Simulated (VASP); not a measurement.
Set up this calculation in VASP 6.6.1, as the native input.

```
Task                   : band structure
Functional             : BLYP
Potentials or basis    : VASP PAW PBE potentials, release 64 (Ga_d, N)
Cutoff                 : 520 eV
k mesh                 : 10 × 10 × 5
Occupations            : fermi-dirac, width 0.05 eV
Spin                   : no spin polarisation
Further INCAR settings : ALGO = Normal; EDIFF = 1e-06; NBANDS = 26
```

The system is GaN.

```
Ga N
1.0
     3.18000    0.00000    0.00000
    -1.59000    2.75396    0.00000
     0.00000    0.00000    5.16600
Ga N
2 2
Direct
  0.66667 0.33333 0.50000
  0.33333 0.66667 0.00000
  0.66667 0.33333 0.87500
  0.33333 0.66667 0.37500
```

One way to write it, as run:

POSCAR

```
GaN
1.0
    3.1800000000      0.0000000000      0.0000000000
   -1.5900000000      2.7539607840      0.0000000000
    0.0000000000      0.0000000000      5.1660000000
Ga N
2 2
Direct
    0.6666666667      0.3333333333      0.5000000000
    0.3333333333      0.6666666667      0.0000000000
    0.6666666667      0.3333333333      0.8750000000
    0.3333333333      0.6666666667      0.3750000000
```

INCAR.step1

```
  AGGAC = 1.0
  AGGAX = 1.0
  ALDAC = 0.0
  ALDAX = 1.0
  ALGO = Normal
  EDIFF = 1E-6
  ENCUT = 520
  GGA = B5
  ISIF = 2
  ISMEAR = -1
  LASPH = T
  LCHARG = T
  LREAL = F
  LWAVE = F
  NBANDS = 26
  NELM = 60
  PREC = Accurate
  SIGMA = 0.05
```

KPOINTS.step1

```
k-points
0
Gamma
  10 10 5
```

INCAR.step2

```
  AGGAC = 1.0
  AGGAX = 1.0
  ALDAC = 0.0
  ALDAX = 1.0
  ALGO = Normal
  EDIFF = 1E-6
  ENCUT = 520
  GGA = B5
  ICHARG = 11
  ISIF = 2
  ISMEAR = 0
  LASPH = T
  LCHARG = F
  LREAL = F
  LWAVE = F
  NBANDS = 26
  NELM = 60
  PREC = Accurate
  SIGMA = 0.05
```

KPOINTS.step2

```
path GMKGALHA,LM,KH
10
line-mode
reciprocal
 0.0000000000  0.0000000000  0.0000000000  G
 0.5000000000  0.0000000000  0.0000000000  M

 0.5000000000  0.0000000000  0.0000000000  M
 0.3333333333  0.3333333333  0.0000000000  K

 0.3333333333  0.3333333333  0.0000000000  K
 0.0000000000  0.0000000000  0.0000000000  G

 0.0000000000  0.0000000000  0.0000000000  G
 0.0000000000  0.0000000000  0.5000000000  A

 0.0000000000  0.0000000000  0.5000000000  A
 0.5000000000  0.0000000000  0.5000000000  L

 0.5000000000  0.0000000000  0.5000000000  L
 0.3333333333  0.3333333333  0.5000000000  H

 0.3333333333  0.3333333333  0.5000000000  H
 0.0000000000  0.0000000000  0.5000000000  A

 0.5000000000  0.0000000000  0.5000000000  L
 0.5000000000  0.0000000000  0.0000000000  M

 0.3333333333  0.3333333333  0.0000000000  K
 0.3333333333  0.3333333333  0.5000000000  H
```

Potentials or basis: VASP PAW PBE potentials, release 64 (Ga_d, N).

Launch:

```bash
$ cat potpaw_PBE.64/Ga_d/POTCAR potpaw_PBE.64/N/POTCAR > POTCAR
$ cp INCAR.step1 INCAR
$ cp KPOINTS.step1 KPOINTS
$ mpirun -np 1 vasp_std > vasp.out
$ cp INCAR.step2 INCAR
$ cp KPOINTS.step2 KPOINTS
$ mpirun -np 1 vasp_std > vasp.out
```

It gave:

The band gap on the k mesh is 2.06 eV, direct. The band gap along the path is 2.05 eV, direct.

Caveat: the log is that of the step along the path at fixed density, whose energy, stress, charges and moments have no meaning.

Run time: 65 s on 1 thread of AMD EPYC 9R45 (Zen 5) (shared host), peak memory 0.17 GiB.
